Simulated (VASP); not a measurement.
Crystal: CaO.

```
Ca O
1.0
     0.00000    2.38713    2.38713
     2.38713    0.00000    2.38713
     2.38713    2.38713    0.00000
Ca O
1 1
Direct
  0.00000 0.00000 0.00000
  0.50000 0.50000 0.50000
```

Base run:

```yaml
Program: VASP 6.6.1
Functional: TB-mBJ
Potentials_or_basis: VASP PAW PBE potentials, release 64 (Ca_sv, O)
Cutoff: 520 eV
k_mesh: 8 × 8 × 8
Occupations: gaussian, width 0.02 eV
Spin: no spin polarisation
```

Its results: band gap on the k mesh 5.28 eV, indirect (least direct gap 5.58 eV).

**Question.** The run is repeated on the same cell with these changes: functional from TB-mBJ to PBEsol; further incar settings from ALGO = Normal; EDIFF = 1e-07; NBANDS = 15 to ALGO = Fast; EDIFF = 1e-07; NBANDS = 15. What comes out?

**Answer.** Band gap on the k mesh 3.52 eV, indirect (least direct gap 3.90 eV).

Not every run made on this cell is shown here.
